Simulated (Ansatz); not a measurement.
**V: how the free axis answers a strain**

V, Im-3m, a = 2.997 Å. Ansatz: PBE, PAW, 420 eV, Γ-centred 18×18×18 mesh on 2 atoms, Gaussian smearing 0.10 eV; no spin polarisation. Series: biaxial strain in the a-b plane, c and atoms relaxed; x is the strain in per cent. y is the change of c in per cent of 2.997 Å.

| x (%) | y (%) |
| --- | --- |
| -6.0 | ? |
| -4.0 | 4.53 |
| -2.0 | 2.10 |
| 0.0 | 0.00 |
| 2.0 | -2.09 |
| 4.0 | -4.57 |
| 6.0 | -6.66 |

Problem. Fit y = c1 x + c2 x² to the other rows, say what c1 measures, and predict the missing y.

Solution. Least squares on the rows shown. y = −1.116 x + 0.0003915 x². With no stress along c, c1 = −2C12/C11 = -1.116. At x = -6.0 the fit asked for gives 6.71 %. The run gave 7.32 %, so the fit is 0.61 % too low, 4.4 % of the span of the series, against an rms of 0.10 % on the fitted rows. The row lies outside the fitted range. With a term in x³ added, a fit to the same known rows predicts 6.85 %, which recovers part of the miss; the known rows don't hold the rest.